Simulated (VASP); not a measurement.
Here is a VASP 6.6.1 calculation.

INCAR

```
ALGO = Fast
EDIFF = 1E-6
EDIFFG = -0.01
ENCUT = 600
GGA = PS
IBRION = 2
ISIF = 3
ISMEAR = -1
LASPH = T
LCHARG = F
LREAL = F
LWAVE = F
NELM = 60
NSW = 40
PREC = Accurate
SIGMA = 0.05
```

Contents of KPOINTS:

```
k-points
0
Gamma
  10 10 10
```

The input POSCAR:

```
Sb
1.0
   -1.5765401831      1.5765401831      2.7119384313
    1.5765401831     -1.5765401831      2.7119384313
    1.5765401831      1.5765401831     -2.7119384313
Sb
1
Direct
    0.0000000000      0.0000000000      0.0000000000
```

Potentials or basis: VASP PAW PBE potentials, release 64 (Sb).

The run is started by

```console
$ cat potpaw_PBE.64/Sb/POTCAR > POTCAR
$ mpirun -np 1 vasp_std > vasp.out
```

(1) Estimate the relaxed cell.

(2) Predict the band gap on the k mesh.

(3) What does it give for the relaxed volume?

(4) Estimate the space group after relaxing (to 0.05 Å).

Answers

(1) a = 3.489 Å, b = 3.489 Å, c = 3.489 Å, α = 126.56°, β = 126.56°, γ = 78.97°.

(2) none (metal or under the smearing width).

(3) 26.50 Å³/atom.

(4) I4/mmm (No. 139).

Caveat: the PAW data sets were made with another functional, which shifts forces and pressure a little.
